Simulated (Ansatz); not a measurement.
A run of Ansatz 0.2.0 is set up as follows.

run.py

```python
import json

import ase.io
import numpy as np

import ansatz as az

atoms = ase.io.read("Ag.cif")
atoms.info.pop("occupancy", None)

calculation = (
    az.Crystal.from_ase(atoms)
    .calculation()
    .kpoints(7, 7, 7)
    .functional("rpbe")
    .pseudopotentials(kind="paw")
    .hubbard(double_counting="fll")
    .hubbard("Ag", "d", u_eff=3.5)
    .scf(extra_bands=16)
    .occupations(method="tetrahedron")
    .optics(energy_range=(0.0, 14.0), broadening_width=0.2, nscf_kmesh=(10, 10, 10))
)
outcome = calculation.run(threads=2, events_out="events.jsonl")

report = outcome.report
for line in open("events.jsonl"):
    event = json.loads(line)
    if event["event"] == "scf_iter":
        d = event["data"]
        print(f"SCF {d['iter']:3d}  HF = {d['harris_foulkes_ev']:.6f} eV  dr2 = {d['dr2_ev']:.2e} eV")
    elif event["event"] in ("relax_step", "md_step"):
        d = event["data"]
        print(f"{event['event']} {d['step']:3d}  E = {d['lagrangian_ev']:.6f} eV")
np.set_printoptions(precision=5, suppress=True, linewidth=110)
print("converged:", report["converged"], "after", report["n_iterations"], "iterations")
print(f"free energy {report['free_energy_ev']:.6f} eV, Fermi level {report['fermi_energy_ev']:.4f} eV")
for key in ("band_edges_ev", "magnetization_mub", "site_moments_mub", "site_moments_nc_mub", "forces_ev_ang",
                "stress_gpa"):
    if report.get(key) is not None:
        print(key, np.array(report[key]), sep="\n")
```

Ag.cif

```cif
data_Ag
_cell_length_a 4.08550000
_cell_length_b 4.08550000
_cell_length_c 4.08550000
_cell_angle_alpha 90.00000000
_cell_angle_beta 90.00000000
_cell_angle_gamma 90.00000000
_space_group_name_H-M_alt 'Fm-3m'
_space_group_name_Hall '-F 4 2 3'
_space_group_IT_number 225
loop_
_space_group_symop_operation_xyz
'x,y,z'
'-x,-y,-z'
'-y,x,z'
'y,-x,-z'
'-x,-y,z'
'x,y,-z'
'y,-x,z'
'-y,x,-z'
'x,-y,-z'
'-x,y,z'
'-y,-x,-z'
'y,x,z'
'-x,y,-z'
'x,-y,z'
'y,x,-z'
'-y,-x,z'
'z,x,y'
'-z,-x,-y'
'z,-y,x'
'-z,y,-x'
'z,-x,-y'
'-z,x,y'
'z,y,-x'
'-z,-y,x'
'-z,x,-y'
'z,-x,y'
'-z,-y,-x'
'z,y,x'
'-z,-x,y'
'z,x,-y'
'-z,y,x'
'z,-y,-x'
'y,z,x'
'-y,-z,-x'
'x,z,-y'
'-x,-z,y'
'-y,z,-x'
'y,-z,x'
'-x,z,y'
'x,-z,-y'
'-y,-z,x'
'y,z,-x'
'-x,-z,-y'
'x,z,y'
'y,-z,-x'
'-y,z,x'
'x,-z,y'
'-x,z,-y'
'x,y+1/2,z+1/2'
'-x,-y+1/2,-z+1/2'
'-y,x+1/2,z+1/2'
'y,-x+1/2,-z+1/2'
'-x,-y+1/2,z+1/2'
'x,y+1/2,-z+1/2'
'y,-x+1/2,z+1/2'
'-y,x+1/2,-z+1/2'
'x,-y+1/2,-z+1/2'
'-x,y+1/2,z+1/2'
'-y,-x+1/2,-z+1/2'
'y,x+1/2,z+1/2'
[... 40 lines left out ...]
'-x+1/2,-y,z+1/2'
'x+1/2,y,-z+1/2'
'y+1/2,-x,z+1/2'
'-y+1/2,x,-z+1/2'
'x+1/2,-y,-z+1/2'
'-x+1/2,y,z+1/2'
'-y+1/2,-x,-z+1/2'
'y+1/2,x,z+1/2'
'-x+1/2,y,-z+1/2'
'x+1/2,-y,z+1/2'
'y+1/2,x,-z+1/2'
'-y+1/2,-x,z+1/2'
'z+1/2,x,y+1/2'
'-z+1/2,-x,-y+1/2'
'z+1/2,-y,x+1/2'
'-z+1/2,y,-x+1/2'
'z+1/2,-x,-y+1/2'
'-z+1/2,x,y+1/2'
'z+1/2,y,-x+1/2'
'-z+1/2,-y,x+1/2'
'-z+1/2,x,-y+1/2'
'z+1/2,-x,y+1/2'
'-z+1/2,-y,-x+1/2'
'z+1/2,y,x+1/2'
'-z+1/2,-x,y+1/2'
'z+1/2,x,-y+1/2'
'-z+1/2,y,x+1/2'
'z+1/2,-y,-x+1/2'
'y+1/2,z,x+1/2'
'-y+1/2,-z,-x+1/2'
'x+1/2,z,-y+1/2'
'-x+1/2,-z,y+1/2'
'-y+1/2,z,-x+1/2'
'y+1/2,-z,x+1/2'
'-x+1/2,z,y+1/2'
'x+1/2,-z,-y+1/2'
'-y+1/2,-z,x+1/2'
'y+1/2,z,-x+1/2'
'-x+1/2,-z,-y+1/2'
'x+1/2,z,y+1/2'
'y+1/2,-z,-x+1/2'
'-y+1/2,z,x+1/2'
'x+1/2,-z,y+1/2'
'-x+1/2,z,-y+1/2'
'x+1/2,y+1/2,z'
'-x+1/2,-y+1/2,-z'
'-y+1/2,x+1/2,z'
'y+1/2,-x+1/2,-z'
'-x+1/2,-y+1/2,z'
'x+1/2,y+1/2,-z'
'y+1/2,-x+1/2,z'
'-y+1/2,x+1/2,-z'
'x+1/2,-y+1/2,-z'
'-x+1/2,y+1/2,z'
'-y+1/2,-x+1/2,-z'
'y+1/2,x+1/2,z'
'-x+1/2,y+1/2,-z'
'x+1/2,-y+1/2,z'
'y+1/2,x+1/2,-z'
'-y+1/2,-x+1/2,z'
'z+1/2,x+1/2,y'
'-z+1/2,-x+1/2,-y'
'z+1/2,-y+1/2,x'
'-z+1/2,y+1/2,-x'
'z+1/2,-x+1/2,-y'
'-z+1/2,x+1/2,y'
'z+1/2,y+1/2,-x'
'-z+1/2,-y+1/2,x'
'-z+1/2,x+1/2,-y'
'z+1/2,-x+1/2,y'
'-z+1/2,-y+1/2,-x'
'z+1/2,y+1/2,x'
'-z+1/2,-x+1/2,y'
'z+1/2,x+1/2,-y'
'-z+1/2,y+1/2,x'
'z+1/2,-y+1/2,-x'
'y+1/2,z+1/2,x'
'-y+1/2,-z+1/2,-x'
'x+1/2,z+1/2,-y'
'-x+1/2,-z+1/2,y'
'-y+1/2,z+1/2,-x'
'y+1/2,-z+1/2,x'
'-x+1/2,z+1/2,y'
'x+1/2,-z+1/2,-y'
'-y+1/2,-z+1/2,x'
'y+1/2,z+1/2,-x'
'-x+1/2,-z+1/2,-y'
'x+1/2,z+1/2,y'
'y+1/2,-z+1/2,-x'
'-y+1/2,z+1/2,x'
'x+1/2,-z+1/2,y'
'-x+1/2,z+1/2,-y'
loop_
_atom_site_label
_atom_site_type_symbol
_atom_site_symmetry_multiplicity
_atom_site_Wyckoff_symbol
_atom_site_fract_x
_atom_site_fract_y
_atom_site_fract_z
_atom_site_occupancy
Ag1 Ag 4 a 0.0000000000 0.0000000000 0.0000000000 1
```

Potentials or basis: Ansatz PAW.

Launch:

```bash
$ python run.py
```

Task: Estimate the band gap on the k mesh.

Result: None (metal or under the smearing width).

Eigenvalues of the final occupation matrices:
```tsv
site	spin	trace	eigenvalues
site 1	1	4.95	0.99 0.99 0.99 0.99 0.99
site 2	1	4.95	0.99 0.99 0.99 0.99 0.99
site 3	1	4.95	0.99 0.99 0.99 0.99 0.99
site 4	1	4.95	0.99 0.99 0.99 0.99 0.99
```

Caveat: U without spin polarisation on a metal has little footing; the U is typed as a test and isn't derived for this compound.
